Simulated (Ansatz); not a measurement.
# InSe (C2/m): convergence test of the plane-wave cutoff in Python

How high a cutoff does InSe (C2/m) need? A script is to give a convergence test of the plane-wave cutoff; the system is InSe (C2/m).

Computed with the Python package of Ansatz 0.2.0. Level of theory: DFT LDA, plane waves, PAW.

## Step 1: Starting point

It takes space group C2/m (No. 12, monoclinic). Conventional cell: a = 11.736 Å, b = 4.110 Å, c = 4.610 Å, α = 90.00°, β = 110.30°, γ = 90.00°. In (site symmetry m) has 3 Se at 2.58 to 2.78 Å and 1 In at 2.74 Å as nearest neighbours. Se (site symmetry m) is surrounded by 3 In at 2.58 to 2.78 Å.

No structure file is read: the coordinates are typed or built in the script.

## Step 2: Script

Contents of ecut_inse.py:

```python
"""Cutoff test for InSe."""

import ansatz as az
from tabulate import tabulate

XC = "lda"
KMESH = (6, 6, 4)
SMEARING = "Fixed"

system = (
    az.Lattice.from_parameters(6.21734, 6.21734, 4.61, alpha=109.11378, beta=109.11378, gamma=38.60156)
    .atom("In", (0.884, 0.884, 0.005))
    .atom("In", (0.116, 0.116, 0.995))
    .atom("Se", (0.66, 0.66, 0.642))
    .atom("Se", (0.34, 0.34, 0.358))
)

setup = system.calculation().functional(XC).kpoints(*KMESH).occupations(SMEARING)

rows = []
for value in [250, 350, 450, 550]:
    rep = setup.basis(value).run().report
    rows.append((value, rep["free_energy_ev"] / len(rep["lattice"]["sites"]), rep["n_iterations"], rep["n_pw"]))

print(tabulate(rows, headers=["cutoff (eV)", "F/atom (eV)", "iterations", "plane waves"], floatfmt=".4f", tablefmt="github"))

# the last row is the reference
for row in rows[:-1]:
    shift = 1000 * (row[1] - rows[-1][1])
    print(f"{row[0]}: {shift:+.2f} meV/atom" + ("  (within 2 meV)" if abs(shift) < 2 else ""))
```

## Step 3: The calls as engine input

The package turns the script's settings into the engine's input (first run):

```yaml
crystal:
  lattice:
    a: 6.21734
    b: 6.21734
    c: 4.61
    alpha: 109.11378
    beta: 109.11378
    gamma: 38.60156
  atoms:
    - { symbol: In, position: [0.884, 0.884, 0.005] }
    - { symbol: In, position: [0.116, 0.116, 0.995] }
    - { symbol: Se, position: [0.66, 0.66, 0.642] }
    - { symbol: Se, position: [0.34, 0.34, 0.358] }
basis:
  ecutwfc: 250.0
kpoints:
  mp_grid:
    grid: [6, 6, 4]
hamiltonian:
  xc: lda
scf:
  occupations:
    method: fixed
```

## Step 4: The run

Launch:

```console
python ecut_inse.py
```

What it wrote:

```text
DeckWarning: basis.ecutwfc = 250 eV is below the records' recommended 420 eV, and the density's cutoff is lower with it unless basis.ecutrho_ratio is high enough to keep the records' density cutoff: compare with a run at a higher cutoff
DeckWarning: basis.ecutwfc = 350 eV is below the records' recommended 420 eV, and the density's cutoff is lower with it unless basis.ecutrho_ratio is high enough to keep the records' density cutoff: compare with a run at a higher cutoff
|   cutoff (eV) |   F/atom (eV) |   iterations |   plane waves |
|---------------|---------------|--------------|---------------|
|           250 |    -5419.9929 |            7 |           915 |
|           350 |    -5420.6500 |            7 |          1553 |
|           450 |    -5420.6524 |            7 |          2247 |
|           550 |    -5420.6529 |            7 |          3041 |
250: +659.98 meV/atom
350: +2.93 meV/atom
450: +0.52 meV/atom  (within 2 meV)
```

(Warnings from the package without file and line.)

Wall time 26 s (1 thread of Arm Neoverse V1, shared host); peak memory 0.54 GiB.

## Step 5: What changed from run to run

The engine's inputs for the other runs:

Run 2, against run 1:

```diff
@@ -15 +15 @@
-  ecutwfc: 250.0
+  ecutwfc: 350.0
```

Run 3, against run 1:

```diff
@@ -15 +15 @@
-  ecutwfc: 250.0
+  ecutwfc: 450.0
```

Run 4, against run 1:

```diff
@@ -15 +15 @@
-  ecutwfc: 250.0
+  ecutwfc: 550.0
```

## Step 6: The runs side by side

The 4 runs, in the order started:

```csv
run,cutoff (eV),energy from run 4 (meV/atom),gap on the mesh (eV),SCF cycles,CPU time (s)
1,250,659.98,1.00,7,3.2
2,350,2.93,1.03,7,5.2
3,450,0.52,1.03,7,8
4,550,0.00,1.03,7,9
```

## Step 7: Summary of results

```
                              quantity           value
                         runs compared               4
       last run but one, from the last  +0.52 meV/atom
within 5 meV/atom of the last run from             350
```

What this shows: Runs 1, 2: each has a cutoff under the recommended one, so what rests on them isn't a property of the system. From 450 eV on it stays within 2 meV an atom of the value at 550 eV; the first row (250 eV) is off by 660.0 meV and the last but one by 0.52 meV. The energy falls steadily, as expected when plane waves are added. The last run costs about 2.8 times the first. What to keep in mind:
- Shifts are counted from the last row, which is itself no proven limit.
